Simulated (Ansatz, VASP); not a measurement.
**LiF: VASP beside Ansatz**

The input INCAR:

```
SYSTEM = LiF
ALGO     = Normal         ! electronic algorithm
EDIFF    = 1E-7           ! SCF threshold, eV
ENCUT    = 520            ! plane-wave cutoff, eV
GGA      = PE             ! functional
ISIF     = 2              ! what is computed and relaxed
ISMEAR   = -1             ! smearing method
LASPH    = .TRUE.         ! aspherical terms in the spheres
LCHARG   = .FALSE.        ! write CHGCAR
LREAL    = .FALSE.        ! projectors in reciprocal space
LWAVE    = .FALSE.        ! write WAVECAR
NBANDS   = 12             ! bands
NELM     = 80             ! most SCF steps
PREC     = Accurate       ! precision mode
SIGMA    = 0.03           ! smearing width, eV
```

KPOINTS

```
k-points
0
G
  10 10 10
  0 0 0
```

POSCAR

```
LiF
1.0
    0.0000000000      2.0341400000      2.0140000000
    2.0341400000      0.0000000000      2.0140000000
    2.0341400000      2.0341400000      0.0000000000
Li F
1 1
Direct
    0.0000000000      0.0000000000      0.0000000000
    0.5000000000      0.5000000000      0.5000000000
```

Input for Ansatz:

```yaml
crystal:
  lattice:
    - [0.0, 2.03414, 2.014]
    - [2.03414, 0.0, 2.014]
    - [2.03414, 2.03414, 0.0]
  atoms:
    - { symbol: Li, position: [0.0, 0.0, 0.0] }
    - { symbol: F, position: [0.5, 0.5, 0.5] }
kpoints:
  mp_grid: { grid: [10, 10, 10] }
  band_path:
    path:
      - [0.0, 0.0, 0.0]
      - [0.0, 0.5, 0.5]
      - [0.25, 0.75, 0.5]
      - [0.0, 0.5, 0.0]
      - [0.0, 0.0, 0.0]
      - [0.5, 0.5, 0.0]
      - [0.3775125, 0.6224875, 0.0]
      - [-0.3775125, 0.3775125, 0.0]
      - [0.0, 0.0, 0.0]
    npoints: 5
scf:
  occupations: { method: fermi_dirac, width: 0.03 }
hamiltonian:
  xc: pbe
  pseudopotentials: { kind: all_electron, lapw: { basis_error: 0.001 } }
output:
  forces: true
  stress: true
  eigenvalues: true
```

Change from the starting cell: equal xx and yy strain of +1 %.

Alike in both runs: task single point; functional PBE; k mesh 10 × 10 × 10; occupations fermi-dirac, width 0.03 eV; no spin polarisation.

|  | VASP | Ansatz |
| --- | --- | --- |
| version | VASP 6.6.1 | Ansatz 0.2.0 |
| potentials or method | VASP PAW PBE potentials, release 64 (Li_sv, F) | all-electron LAPW, scalar-relativistic |
| plane-wave cutoff (eV) | 520 | see its input |

Ansatz gave:

```
gap on the k mesh at the Fermi level (eV) : 8.88
```

**Question.** What did VASP give for the same quantities?

**Answer.** gap on the k mesh at the Fermi level (eV): 8.90.

Ansatz ran all-electron here, so the differences hold the error of VASP's frozen core and of both bases.

 A k mesh can miss the band edges.
